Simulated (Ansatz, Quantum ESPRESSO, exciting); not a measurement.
# Programs and potentials compared: the band gap of 8 crystals

The same calculation (PBE, Γ-centred k mesh with a spacing near 0.25 Å⁻¹, Fermi-Dirac smearing of 0.05 eV, no spin-orbit coupling) was run on each cell with:

- A: exciting, all-electron LAPW+lo, shipped species files, valence relativity iora*
- B: Ansatz, Ansatz PAW (earlier soft set), cutoff 420 eV
- C: Quantum ESPRESSO, SSSP 1.3 efficiency PBE, cutoffs 748 to 952 eV

Gaps hold for the cell as given (a database cell, not always the measured one). They are the smaller of the mesh's gap and, where one was run, the band path's. † marks indirect gaps read on the mesh alone; where an edge lies between its points they come out too high, by up to a few tenths of an eV. Brackets give the space group and the cell's volume in Å³ per atom. Not every cell is the stable form of its formula. Spin polarisation and spin-orbit coupling are off unless named.

| crystal | A (eV) | B (eV) | C (eV) |
| --- | --- | --- | --- |
| GaAs (F-43m; 22.59) | 0.511 | 0.518 | 0.534 |
| CdSe (F-43m; 28.94) | 0.551 | 0.549 | 0.526 |
| Si (Fd-3m; 20.16) | 0.630† | 0.626† | 0.629† |
| CdS (F-43m; 24.81) | 1.142 | 1.144 | 1.119 |
| BP (F-43m; 11.68) | 1.248† | 1.243† | 1.246† |
| ZnSe (F-43m; 22.76) | 1.288 | 1.285 | 1.283 |
| SiC (F-43m; 10.35) | 1.358† | 1.360† | 1.356† |
| GaP (F-43m; 20.24) | 1.646† | 1.642† | 1.643† |

Against the all-electron result, the mean absolute deviation is B 0.004, C 0.010 eV. The largest single deviation is -0.025 eV, for CdSe in C. The figures use the values as printed. The all-electron reference has errors of its own basis, so a deviation may be partly its. The functional is the same throughout, so these differences measure potentials, basis sets and numerical settings.
